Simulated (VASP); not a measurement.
# NbSi2 (P6_222) in VASP: relaxation of cell and atoms with PBE

Aim: the relaxation of cell and atoms of NbSi2 with PBE.

Everything below comes from runs of VASP 6.6.1. Logs are shortened: lines on timing, memory, paths and dates and some standing lists are left out, and cuts for length are marked.

**1. Starting point**

It takes space group P6_222 (No. 180, hexagonal). Conventional cell: a = 4.819 Å, b = 4.819 Å, c = 6.592 Å, α = 90.00°, β = 90.00°, γ = 120.00°. Nb (site symmetry 222) has 10 Si at 2.62 to 2.84 Å as nearest neighbours. Around Si (site symmetry 2) lie 5 Si at 2.57 to 2.84 Å and 5 Nb at 2.62 to 2.84 Å.

**2. Relaxation of cell and atoms, PBE**

File INCAR:

```
PREC = Accurate
ENCUT = 600
EDIFF = 1E-7
ISMEAR = 1
SIGMA = 0.1
LREAL = F
LASPH = T
NELM = 60
ALGO = Normal
ISIF = 3
LWAVE = F
LCHARG = F
GGA = PE
IBRION = 2
NSW = 60
EDIFFG = -0.01
```

File KPOINTS:

```
regular mesh
0
Gamma
  8 8 5
```

File POSCAR:

```
NbSi2
1.0
    4.8190000000      0.0000000000      0.0000000000
   -2.4095000000      4.1733764208      0.0000000000
    0.0000000000      0.0000000000      6.5920000000
Nb Si
3 6
Direct
    0.5000000000      0.0000000000      0.5000000000
    0.5000000000      0.5000000000      0.8333333333
    0.0000000000      0.5000000000      0.1666666667
    0.1599000000      0.3198000000      0.5000000000
    0.8401000000      0.1599000000      0.8333333333
    0.6802000000      0.8401000000      0.1666666667
    0.8401000000      0.6802000000      0.5000000000
    0.1599000000      0.8401000000      0.8333333333
    0.3198000000      0.1599000000      0.1666666667
```

Potentials or basis: VASP PAW PBE potentials, release 64 (Nb_sv, Si).

Launch:

```sh
> cat potpaw_PBE.64/Nb_sv/POTCAR potpaw_PBE.64/Si/POTCAR > POTCAR
> mpirun -np 1 vasp_std > vasp.out
```

OUTCAR:

```text
PREC = Accurate
   ENCUT = 600
   EDIFF = 1E-7
   ISMEAR = 1
   LREAL = F
   LASPH = T
   NELM = 60
   ISIF = 3
   GGA = PE
   IBRION = 2
   NSW = 60
   EDIFFG = -0.01

 ion  position               nearest neighbor table
   1  0.500  0.000  0.500-   5 2.62   6 2.62   8 2.62   9 2.62   7 2.75   4 2.75   4 2.75   7 2.75
                             4 2.84   7 2.84
   2  0.500  0.500  0.833-   4 2.62   7 2.62   6 2.62   9 2.62   5 2.75   8 2.75   8 2.75   5 2.75
                             8 2.84   5 2.84
   3  0.000  0.500  0.167-   4 2.62   7 2.62   5 2.62   8 2.62   9 2.75   6 2.75   9 2.75   6 2.75
                             6 2.84   9 2.84
   4  0.160  0.320  0.500-   5 2.57   9 2.57   2 2.62   3 2.62   7 2.67   1 2.75   1 2.75   1 2.84
                             7 2.84   7 2.84
   5  0.840  0.160  0.833-   4 2.57   6 2.57   1 2.62   3 2.62   8 2.67   2 2.75   2 2.75   2 2.84
                             8 2.84   8 2.84
   6  0.680  0.840  0.167-   7 2.57   5 2.57   1 2.62   2 2.62   9 2.67   3 2.75   3 2.75   3 2.84
                             9 2.84   9 2.84
   7  0.840  0.680  0.500-   6 2.57   8 2.57   2 2.62   3 2.62   4 2.67   1 2.75   1 2.75   1 2.84
                             4 2.84   4 2.84
   8  0.160  0.840  0.833-   7 2.57   9 2.57   1 2.62   3 2.62   5 2.67   2 2.75   2 2.75   2 2.84
                             5 2.84   5 2.84
   9  0.320  0.160  0.167-   4 2.57   8 2.57   1 2.62   2 2.62   6 2.67   3 2.75   3 2.75   3 2.84
                             6 2.84   6 2.84

  LATTYP: Found a hexagonal cell.
 ALAT       =     4.8190000000
 C/A-ratio  =     1.3679186553

  Lattice vectors:

 A1 = (   4.8190000000,   0.0000000000,   0.0000000000)
 A2 = (  -2.4095000000,   4.1733764208,   0.0000000000)
 A3 = (   0.0000000000,   0.0000000000,   6.5920000000)

Analysis of symmetry for initial positions (statically):
=====================================================================
 Subroutine PRICEL returns:
 Original cell was already a primitive cell.

 Routine SETGRP: Setting up the symmetry group for a
 hexagonal supercell.

 Subroutine GETGRP returns: Found 12 space group operations
 (whereof  4 operations were pure point group operations)
 out of a pool of 24 trial point group operations.

The static configuration has the point symmetry D_2 .
 The point group associated with its full space group is D_6 .

Analysis of symmetry for dynamics (positions and initial velocities):
=====================================================================
 Subroutine PRICEL returns:
 Original cell was already a primitive cell.

 Routine SETGRP: Setting up the symmetry group for a
 hexagonal supercell.

 Subroutine GETGRP returns: Found 12 space group operations
 (whereof  4 operations were pure point group operations)
 out of a pool of 24 trial point group operations.

The dynamic configuration has the point symmetry D_2 .
 The point group associated with its full space group is D_6 .

 Subroutine INISYM returns: Found 12 space group operations
 (whereof  4 operations are pure point group operations),
 and found     1 'primitive' translations

----------------------------------------------------------------------------------------

                                     Primitive cell

  volume of cell :     132.5750

  direct lattice vectors                    reciprocal lattice vectors
     4.819000000  0.000000000  0.000000000     0.207511932  0.119807070  0.000000000
    -2.409500000  4.173376421  0.000000000     0.000000000  0.239614140  0.000000000
     0.000000000  0.000000000  6.592000000     0.000000000  0.000000000  0.151699029

  length of vectors
     4.819000000  4.819000000  6.592000000     0.239614140  0.239614140  0.151699029

  position of ions in fractional coordinates (direct lattice)
     0.500000000  0.000000000  0.500000000
     0.500000000  0.500000000  0.833333333
     0.000000000  0.500000000  0.166666667
     0.159900000  0.319800000  0.500000000
     0.840100000  0.159900000  0.833333333
     0.680200000  0.840100000  0.166666667
     0.840100000  0.680200000  0.500000000
     0.159900000  0.840100000  0.833333333
     0.319800000  0.159900000  0.166666667

  ion indices of the primitive-cell ions
   primitive index   ion index
                 1           1
                 2           2
                 3           3
                 4           4
                 5           5
                 6           6
                 7           7
                 8           8
                 9           9

----------------------------------------------------------------------------------------

 KPOINTS: regular mesh

Automatic generation of k-mesh.
 Grid dimensions read from file:
 generate k-points for:    8    8    5

 Generating k-lattice:

  Cartesian coordinates                     Fractional coordinates (reciprocal lattice)
     0.025938991  0.014975884  0.000000000     0.125000000  0.000000000  0.000000000
     0.000000000  0.029951767  0.000000000     0.000000000  0.125000000  0.000000000
     0.000000000  0.000000000  0.030339806     0.000000000  0.000000000  0.200000000

  Length of vectors
     0.029951767  0.029951767  0.030339806

  Shift w.r.t. Gamma in fractional coordinates (k-lattice)
     0.000000000  0.000000000  0.000000000

 Subroutine IBZKPT returns following result:
 ===========================================

 Found     30 irreducible k-points:

 Following reciprocal coordinates:
            Coordinates               Weight
  0.000000  0.000000  0.000000      1.000000
  0.125000  0.000000  0.000000      6.000000
  0.250000  0.000000  0.000000      6.000000
  0.375000  0.000000  0.000000      6.000000
  0.500000  0.000000  0.000000      3.000000
  0.125000  0.125000  0.000000      6.000000
[... 16 lines left out ...]
  0.250000  0.000000  0.400000     12.000000
  0.375000  0.000000  0.400000     12.000000
 [... further k-points ...]
   k-points           NKPTS =     30   k-points in BZ     NKDIM =     30   number of bands    NBANDS=     37
   number of dos      NEDOS =    301   number of ions     NIONS =      9
   total plane-waves  NPLWV =  86400
   dimension x,y,z NGX =    40 NGY =   40 NGZ =   54
   dimension x,y,z NGXF=    80 NGYF=   80 NGZF=  108
   ions per type =               3   6
   NGX,Y,Z   is equivalent  to a cutoff of  13.80, 13.80, 13.62 a.u.
   NGXF,Y,Z  is equivalent  to a cutoff of  27.60, 27.60, 27.24 a.u.
 SYSTEM =  unknown system
   PREC   = accura    normal or accurate (medium, high low for compatibility)
   ISTART =      0    job   : 0-new  1-cont  2-samecut
   ICHARG =      2    charge: 1-file 2-atom 10-const
   ISPIN  =      1    spin polarized calculation?
   LNONCOLLINEAR =      F non collinear calculations
   LSORBIT =      F    spin-orbit coupling
   LASPH  =      T    aspherical Exc in radial PAW
   ENCUT  =  600.0 eV  44.10 Ry    6.64 a.u.   9.62  9.62 13.17*2*pi/ulx,y,z
   NELM   =     60;   NELMIN=  2; NELMDL= -5     # of ELM steps
   EDIFF  = 0.1E-06   stopping-criterion for ELM
   LREAL  =      F    real-space projection
   EDIFFG = -.1E-01   stopping-criterion for IOM
   NSW    =     60    number of steps for IOM
   IBRION =      2    ionic relax: 0-MD 1-quasi-New 2-CG
   NFREE  =      1    steps in history (QN), initial steepest desc. (CG)
   ISIF   =      3    stress and relaxation
   ISYM   =      2    0-nonsym 1-usesym 2-fastsym
   POTIM  = 0.5000    time-step for ionic-motion
   TEBEG  =    0.0;   TEEND  =   0.0 temperature during run
   PSTRESS=    0.0 pullay stress
   NELECT =      63.0000    total number of electrons
   NUPDOWN=      -1.0000    fix difference up-down
   EMIN   =  10.00;   EMAX   =-10.00  energy-range for DOS
   EFERMI =   0.00;   METHOD = LEGACY
   ISMEAR =     1;   SIGMA  =   0.10  broadening in eV -4-tet -1-fermi 0-gaus
   EFERMI_NEDOS =   21; number of points for ismear=-14 and -15
   IALGO  =     38    algorithm
   IMIX   =      4    mixing-type and parameters
     AMIX     =   0.40;   BMIX     =  1.00
     AMIX_MAG =   1.60;   BMIX_MAG =  1.00
  volume/ion in A,a.u.               =      14.73        99.41
  Fermi-wavevector in a.u.,A,eV,Ry     =   1.277520  2.414163 22.205496  1.632058
  Thomas-Fermi vector in A             =   2.410115
   LORBIT       =      0    0 simple, 1 ext, 2 COOP (PROOUT), +10 PAW based schemes
   GGA     = PE    functional components
   LHFCALC =     F    Hartree Fock is set to
   AEXX    =    0.0000 exact exchange contribution
   IVDW    =     0    specifies the selected vdW correction
   LEPSILON=     F    determine dielectric tensor
   LRPA    =     F    only Hartree local field effects (RPA)
 conjugate gradient relaxation of ions
 non-spin polarized calculation
 Methfessel and Paxton  Order N= 1 SIGMA  =   0.10
  energy-cutoff  :      600.00
  volume of cell :      132.58
 maximum number of plane-waves:      4467
 NGX is ok and might be reduce to    40
   NGX = 19   NGY = 19   NGZ = 27

--------------------------------------- Ionic step        1  -------------------------------------------

 number of electron      62.9999998 magnetization

 Free energy of the ion-electron system (eV)
  ---------------------------------------------------
  ext. energy  EPLUGINS =         0.00000000
  ---------------------------------------------------
  free energy    TOTEN  =       -68.23052176 eV

  energy without entropy =      -68.23289677  energy(sigma->0) =      -68.23131343

------------------------ aborting loop because EDIFF is reached ----------------------------------------

  FORCE on cell =-STRESS in cart. coord.  units (eV):
  Direction    XX          YY          ZZ          XY          YZ          ZX
  --------------------------------------------------------------------------------------
  -------------------------------------------------------------------------------------
  Total       -0.4656205     -0.4656205      0.8366687     -0.0000000     -0.0000000      0.0000000
  in kB       -5.6270530     -5.6270530     10.1111935     -0.0000000     -0.0000000      0.0000000
  external PRESSURE =      -0.3809709 kB  Pullay stress =       0.0000000 kB
[... 200 lines left out ...]
  energy  without entropy=      -68.2358340759  energy(sigma->0) =      -68.23442262

--------------------------------------- Ionic step        6  -------------------------------------------

 number of electron      62.9999998 magnetization

 Free energy of the ion-electron system (eV)
  ---------------------------------------------------
  ext. energy  EPLUGINS =         0.00000000
  ---------------------------------------------------
  free energy    TOTEN  =       -68.23377941 eV

  energy without entropy =      -68.23585196  energy(sigma->0) =      -68.23447026

 E-fermi :  11.2810     XC(G=0): -11.9559

 val. band max:       11.2700898719   @ k =   0.3750   0.0000   0.4000
 cond. band min:      11.2906192463   @ k =   0.3750   0.1250   0.2000
 fundamental gap:      0.0205293744
 Fermi energy:        11.2810147184

 k-point     1 :       0.0000    0.0000    0.0000
  band No.  band energies     occupation
      1     -43.3500      2.00000
      2     -43.3146      2.00000
      3     -43.3146      2.00000
      4     -19.5827      2.00000
      5     -19.5827      2.00000
      6     -19.5747      2.00000
[... 949 lines left out ...]
     36      13.3274      0.00000
     37      13.9119      0.00000

 [... further k-points ...]

------------------------ aborting loop because EDIFF is reached ----------------------------------------

  FORCE on cell =-STRESS in cart. coord.  units (eV):
  Direction    XX          YY          ZZ          XY          YZ          ZX
  --------------------------------------------------------------------------------------
  -------------------------------------------------------------------------------------
  Total       -0.0739913     -0.0739913     -0.0506947      0.0000000     -0.0000000     -0.0000000
  in kB       -0.8944222     -0.8944222     -0.6128073      0.0000000     -0.0000000     -0.0000000
  external PRESSURE =      -0.8005506 kB  Pullay stress =       0.0000000 kB
[... 24 lines left out ...]
  FREE ENERGIE OF THE ION-ELECTRON SYSTEM (eV)
  ---------------------------------------------------
  free  energy   TOTEN  =       -68.2337794087 eV

  energy  without entropy=      -68.2358519625  energy(sigma->0) =      -68.23447026

 reached required accuracy - stopping structural energy minimisation
```

It took 10 min on 1 thread of Intel Xeon Platinum 8375C at 2.90GHz (Ice Lake), shared host; peak memory 0.37 GiB.

Results:

| Quantity | Value |
| --- | --- |
| Free energy | -68.2338 eV |
| Relaxed volume | 14.73 Å³/atom |
| Relaxed cell | a = 4.812 Å, b = 4.812 Å, c = 6.609 Å, α = 90.00°, β = 90.00°, γ = 120.00° |
| Space group after relaxing (to 0.05 Å) | P6_222 (No. 180) |
| Energy gained by relaxing | 0.4 meV/atom |
| Ionic steps | 6 |
| Pressure after relaxing | -0.1 GPa |
| Largest force after relaxing | 0.005 eV/Å |
| Band gap on the k mesh | none (metal or under the smearing width) |

Forces in eV/Å, atoms in the order of the input:
```
Nb   0.000  0.000  0.000
Nb   0.000  0.000  0.000
Nb   0.000  0.000  0.000
Si   0.000  0.005  0.000
Si  -0.005  0.003  0.000
Si  -0.005 -0.003  0.000
Si   0.000 -0.005  0.000
Si   0.005 -0.003  0.000
Si   0.005  0.003  0.000
```

Step by step:
| step | energy change (eV) | largest force (eV/Å) | pressure (GPa) | volume (Å³) |
| --- | --- | --- | --- | --- |
| 1 | 0.0000 | 0.0838 | -0.04 | 132.58 |
| 2 | -0.0024 | 0.0164 | -0.10 | 132.51 |
| 3 | -0.0029 | 0.0363 | -0.09 | 132.53 |
| 4 | -0.0032 | 0.0136 | 0.12 | 132.38 |
| 5 | -0.0032 | 0.0109 | 0.15 | 132.36 |
| 6 | -0.0033 | 0.0053 | -0.08 | 132.54 |

Final structure:
```xyz
9
Lattice="4.8123 0.0000 0.0000 -2.4062 4.1676 0.0000 0.0000 0.0000 6.6086" Properties=species:S:1:pos:R:3 pbc="T T T"
Nb    2.4062    0.0000    3.3043
Nb    1.2031    2.0838    5.5072
Nb   -1.2031    2.0838    1.1014
Si    0.0000    1.3264    3.3043
Si    3.6636    0.6632    5.5072
Si    1.2575    3.5044    1.1014
Si    2.4062    2.8412    3.3043
Si   -1.2575    3.5044    5.5072
Si    1.1487    0.6632    1.1014
```
